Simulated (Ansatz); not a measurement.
# MnSb: the cost of one run

Program: Ansatz 0.2.0. Level of theory: DFT PBE, scalar-relativistic, plane waves, PAW. These are calculated values, not measurements.

### Step 1. Starting point

Symmetry: P6_3/mmc, No. 194, hexagonal system. Conventional cell: a = 4.130 Å, b = 4.130 Å, c = 5.800 Å, α = 90.00°, β = 90.00°, γ = 120.00°. Mn (site symmetry -3m) has 6 Sb at 2.79 Å and 2 Mn at 2.90 Å as nearest neighbours. Around Sb (site symmetry -6m2) lie 6 Mn at 2.79 Å.

Structure file:

```
Mn Sb
1.0
     4.13000    0.00000    0.00000
    -2.06500    3.57668    0.00000
     0.00000    0.00000    5.80000
Mn Sb
2 2
Direct
  0.00000 0.00000 0.00000
  0.00000 0.00000 0.50000
  0.33333 0.66667 0.25000
  0.66667 0.33333 0.75000
```

This is candidate A: structure reported for this formula (P6_3/mmc, No. 194).

(A quick probe on a coarse mesh, which set the mesh and smearing, is not shown.)

### Step 3. Full relaxation (candidate A)

File input.yaml:

```yaml
crystal:
  lattice:
    - [4.1299978706, 0.0, 0.0]
    - [-2.0649989353, 3.5766830735, 0.0]
    - [0.0, 0.0, 5.8]
  atoms:
    - { symbol: Mn, position: [0.0, 0.0, 0.0], spin: 3.77 }
    - { symbol: Mn, position: [0.0, 0.0, 0.5], spin: 3.77 }
    - { symbol: Sb, position: [0.3333333333, 0.6666666667, 0.25], spin: -0.14 }
    - { symbol: Sb, position: [0.6666666667, 0.3333333333, 0.75], spin: -0.14 }
basis:
  ecutwfc: 420
kpoints:
  mp_grid: { grid: [12, 12, 8] }
hamiltonian:
  xc: pbe
scf:
  occupations: { method: gaussian, width: 0.1 }
output:
  forces: true
  stress: true
  eigenvalues: true
  populations: true
magnetization:
  spin_polarized: true
relax:
  adjacent_minimum: "off"
  f_tol: 0.01
  max_steps: 80
  cell: { stress_tol: 0.05 }
```

The run is started by

```console
ansatz run input.yaml --threads 1 --pin off --max-ram 2560MiB --backend cpu --events-out ev --progress --plain --runs-dir out
```

Q: Estimate wall time and peak memory on 1 thread of Arm Neoverse V2, shared host.

About 3.7 min, with a peak of 0.73 GiB.
